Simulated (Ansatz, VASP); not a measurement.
**One calculation of Bi, two programs**

Contents of INCAR:

```
SYSTEM = Bi
PREC = Accurate
ENCUT = 520
EDIFF = 1E-7
ISMEAR = -1
SIGMA = 0.05
LREAL = .False.
LASPH = .True.
NELM = 100
ALGO = Normal
ISIF = 2
LWAVE = .False.
LCHARG = .False.
GGA = PE
NBANDS = 22
```

The input KPOINTS:

```
regular mesh
0
Gamma
  6 6 9
  0 0 0
```

The input POSCAR:

```
Bi
1.0
    3.4173821397     -3.0686298933      0.0000000000
    3.4173821397      3.0686298933      0.0000000000
   -1.2345086997      0.0000000000      3.0499903288
Bi
2
Direct
    0.7530610000      0.7530610000      0.8573820000
    0.2469390000      0.2469390000      0.1426180000
```

The input input.yaml:

```yaml
crystal:
  lattice:
    - [3.4173821397, -3.0686298933, 0.0]
    - [3.4173821397, 3.0686298933, 0.0]
    - [-1.2345086997, 0.0, 3.0499903288]
  atoms:
    - { symbol: Bi, position: [0.753061, 0.753061, 0.857382] }
    - { symbol: Bi, position: [0.246939, 0.246939, 0.142618] }
hamiltonian:
  xc: pbe
  pseudopotentials: { kind: paw }
kpoints:
  mp_grid: { grid: [6, 6, 9] }
scf:
  occupations: { method: fermi_dirac, width: 0.05 }
output:
  forces: true
  stress: true
  eigenvalues: true
  write_density: true
  write_potential: true
  elf: true
  volumetric_format: npy
```

Change from the starting cell: volume scaled by 0.94.

Alike in both runs: task single point; functional PBE; k mesh 6 × 6 × 9; occupations fermi-dirac, width 0.05 eV; no spin polarisation.

```csv
,VASP,Ansatz
version,VASP 6.6.1,Ansatz 0.2.0
potentials or method,"VASP PAW PBE potentials, release 64 (Bi_d)",Ansatz PAW
plane-wave cutoff (eV),520,420
valence electrons in the cell,30,30
```

Ansatz gave:

```
gap on the k mesh at the Fermi level (eV)       : none
pressure (GPa)                                  : 3.5
largest component of the traceless stress (GPa) : 0.80
rms of the force components (eV/Å)              : 0.030
```

Estimate VASP's values.

gap on the k mesh at the Fermi level (eV): none; pressure (GPa): 3.4; largest component of the traceless stress (GPa): 0.80; rms of the force components (eV/Å): 0.031.

Atom by atom the forces differ by 0.001 eV/Å (rms over components). A gap of «none» marks a metal or a gap that the smearing closes.

Caveats: spin-orbit coupling is left out, which moves the levels of the heavy elements.
